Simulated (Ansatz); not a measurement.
## A series in volume scale on ZnAu

Results calculated with Ansatz 0.2.0, not measured. Periodic Kohn-Sham DFT of a crystal at fixed atoms, scaled to volume_scale times the given cell; pressure positive in compression, energy less spherical unpolarised free atoms, largest_vzz the field gradient of largest size among the nuclei.

The cell before it is scaled or strained (space group Pm-3m, No. 221):
```
ZnAu
1.0
      3.1470     0.0000     0.0000
      0.0000     3.1470     0.0000
      0.0000     0.0000     3.1470
Zn Au
1 1
Direct
  0.50000 0.50000 0.50000
  0.00000 0.00000 0.00000
```

Settings of every row: method all-electron LAPW; functional PBE; relativity scalar; k mesh 12x12x12; filling fermi-dirac; smearing width 0.05 eV; basis error target 0.5 meV/atom; nucleus gaussian.

Atom start moment: 0 on all atoms.

Limits: no spin-orbit coupling on heavy atoms.

```csv
row,volume scale,V (Å³/atom),pressure (GPa),energy less free atoms (eV/atom)
1,0.95,14.804,13.253,-2.3287
2,0.975,15.194,8.734,-2.3553
3,1,15.583,4.866,-2.3717
4,1.025,15.973,?,?
5,1.05,16.362,-1.259,-2.3797
```

Question: what pressure and energy less free atoms should row 4 give?

Worked fit of pressure. Take u = (V_r/V)^(2/3) − 1 with V_r = 15.389 Å³ an atom, which is twice the finite (Eulerian) strain; such expansions in the strain, on which the Birch-Murnaghan equation of state is built, carry the rest volume and the bulk modulus. The shown rows have u = 0.02617, 0.00854, -0.00832, -0.04005. Least squares give pressure = 6.7212 + 229.662 × u + 759.55 × u² GPa; a straight line predicts inner rows, each left out in turn, worse (root mean square 0.52 against 0.0078 GPa). The rows lie off it by 0.001, -0.004, 0.003, -0.001. The pressure vanishes at u = -0.0328, or V = 16.18 Å³ an atom, and there the bulk modulus at fixed shape and fractions is B = −V dP/dV = (2/3)(1 + u) dP/du = 116 GPa. The withheld row has u = -0.02453, so the fit gives 6.7212 + 229.662 × (-0.02453) + 759.55 × (-0.02453)² = 1.545 GPa.

The calculation gave 1.56 GPa. The fit lies 0.015 GPa (0.1 % of the column's range) below it; its largest miss of a shown row is 0.004 GPa.

Worked fit of energy less free atoms. Take u = (V_r/V)^(2/3) − 1 with V_r = 15.389 Å³ an atom, which is twice the finite (Eulerian) strain; such expansions in the strain, on which the Birch-Murnaghan equation of state is built, carry the rest volume and the bulk modulus. The shown rows have u = 0.02617, 0.00854, -0.00832, -0.04005. Least squares give energy less free atoms = −2.36467 + 0.9787 × u + 15.075 × u² eV/atom; a straight line predicts inner rows, each left out in turn, worse (root mean square 0.01 against 0.00018 eV/atom). The rows lie off it by 0.0000, -0.0001, 0.0001, 0.0000. Its lowest point lies at u = -0.0325, or V = 16.17 Å³ an atom, and the curvature there gives the bulk modulus at fixed shape and fractions, B = (4/9)(1 + u)² E″(u)/V = 124 GPa. The withheld row has u = -0.02453, so the fit gives −2.36467 + 0.9787 × (-0.02453) + 15.075 × (-0.02453)² = -2.3796 eV/atom.

The calculation gave -2.3794 eV/atom. The fit lies 0.0002 eV/atom (0.39 % of the column's range) below it; its largest miss of a shown row is 0.0001 eV/atom.
